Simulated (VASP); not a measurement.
Runs of VASP 6.6.1 on Te2Pt. The cell holds a slab with vacuum, 3 atoms: a = 3.971 Å, b = 3.971 Å, c = 20.601 Å, α = 90.00°, β = 90.00°, γ = 120.00°. 

```csv
task,level,cell,k mesh,cutoff (eV),grid for exact exchange (PRECFOCK),exchange at q = 0,dipole correction,screening parameter,gap on the mesh (eV),largest force (eV/Å)
band structure,PBE0,as given,6 × 6 × 1,520,Fast,truncated,yes,-,1.93,0.37
relaxation of cell and atoms,PBE+D3(BJ),relaxed,9 × 9 × 1,600,-,-,-,-,(a),-
band structure,HSE06,as given,6 × 6 × 1,520,Fast,-,yes,0.2 1/A,(b),0.37
band structure,PBE+D3(BJ),as given,6 × 6 × 1,520,-,-,yes,-,0.94,0.01
```

Alike in all rows: potentials or basis VASP PAW PBE potentials, release 64 (Te, Pt); no spin polarisation; smearing gaussian 0.03 eV.

Task: Estimate the missing entries.

Result: (a) 0.67; (b) 1.33.

Caveats: spin-orbit coupling is left out, which moves the levels of the heavy elements; the PAW data sets were made with another functional, which shifts forces and pressure a little (some runs); the relaxation stopped at its first step, so nothing moved (some runs).

A k mesh can miss the band edges, and the runs leave out spin-orbit coupling on Pt, Te.
